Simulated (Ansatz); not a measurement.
# Si2Mo: the cost of one run

Computed with Ansatz 0.2.0 (DFT PBE, scalar-relativistic, plane waves, PAW, unless a step's input says otherwise).

1 further run of the same task is left out (set aside as unsound or not needed).

### 1 The structure to begin with

Symmetry: I4/mmm, No. 139, tetragonal system. The conventional cell has a = 3.217 Å, b = 3.217 Å, c = 7.873 Å, α = 90.00°, β = 90.00°, γ = 90.00°. Around Si (site symmetry 4mm) lie 5 Si at 2.60 to 2.64 Å and 5 Mo at 2.62 to 2.64 Å. Mo (site symmetry 4/mmm) is surrounded by 10 Si at 2.62 to 2.64 Å.

Structure file:

```xyz
3
Lattice="-1.6084 1.6084 3.9365 1.6084 -1.6084 3.9365 1.6084 1.6084 -3.9365" Properties=species:S:1:pos:R:3 pbc="T T T"
Si    0.0000    0.0000    2.6382
Si    0.0000    0.0000    5.2348
Mo    0.0000    0.0000    0.0000
```

This cell was relaxed beforehand with the same method: volume 13.58 Å³/atom, gap on the mesh none (metal).

The bulk reference comes from a run made before at the same settings: -2076.3749 eV/atom.

### 2 Cutting the (101) slab

Miller indices refer to the conventional cell of the relaxed bulk, I4/mmm (No. 139): a = 3.217 Å, b = 3.217 Å, c = 7.873 Å, α = 90.00°, β = 90.00°, γ = 90.00°.

The slab is a (101) slab, 10.9 Å thick as cut, with 15 Å of vacuum; its outer planes are Mo (top) and Si (bottom).

The slab as cut. Layers, bottom to top:

| plane | atoms per cell | height over the lowest (Å) |
| --- | --- | --- |
| 1 | Si | 0.00 |
| 2 | Si | 0.98 |
| 3 | Mo | 1.98 |
| 4 | Si | 2.98 |
| 5 | Si | 3.96 |
| 6 | Mo | 4.96 |
| 7 | Si | 5.96 |
| 8 | Si | 6.94 |
| 9 | Mo | 7.94 |
| 10 | Si | 8.93 |
| 11 | Si | 9.92 |
| 12 | Mo | 10.91 |

### 3 Single point on the unrelaxed (101) slab

A dipole layer in the vacuum cancels the field that periodic copies would set up if the slab's two faces differ.

input.yaml

```yaml
crystal:
  lattice:
    - [3.2168473656, 0.0, 0.0]
    - [-1.6084236828, 4.252427277, 0.0]
    - [0.0, 0.0, 25.9135778287]
  atoms:
    - { symbol: Si, position: [0.7128411267, 0.4256822533, 0.289423562] }
    - { symbol: Si, position: [0.4302218074, 0.8604436148, 0.3273227982] }
    - { symbol: Mo, position: [0.1430629341, 0.2861258682, 0.3658307884] }
    - { symbol: Si, position: [0.8559040607, 0.7118081215, 0.4043387786] }
    - { symbol: Si, position: [0.5732847415, 0.146569483, 0.4422380147] }
    - { symbol: Mo, position: [0.2861258682, 0.5722517363, 0.4807460049] }
    - { symbol: Si, position: [0.9989669948, 0.9979339897, 0.5192539951] }
    - { symbol: Si, position: [0.7163476756, 0.4326953512, 0.5571532313] }
    - { symbol: Mo, position: [0.4291888023, 0.8583776045, 0.5956612214] }
    - { symbol: Si, position: [0.1420299289, 0.2840598578, 0.6341692116] }
    - { symbol: Si, position: [0.8594106097, 0.7188212193, 0.6720684478] }
    - { symbol: Mo, position: [0.5722517363, 0.1445034727, 0.710576438] }
basis:
  ecutwfc: 420
kpoints:
  mp_grid: { grid: [11, 8, 1] }
hamiltonian:
  xc: pbe
scf:
  occupations: { method: gaussian, width: 0.1 }
output:
  forces: true
  stress: true
  eigenvalues: true
  write_density: true
  write_potential: true
  elf: true
  volumetric_format: npy
efield:
  axis: 3
  dipole_correction: true
  ramp_width: 0.04
```

Launch:

```bash
ansatz run input.yaml --threads 1 --pin off --max-ram 2560MiB --backend cpu --events-out ev --progress --plain --runs-dir out
```

**Question.** How long does this run take on 1 thread of Oxide Virtual Turin-like (Zen 5), shared host, and how much memory does it need?

About 1.7 min, with a peak of 0.94 GiB.
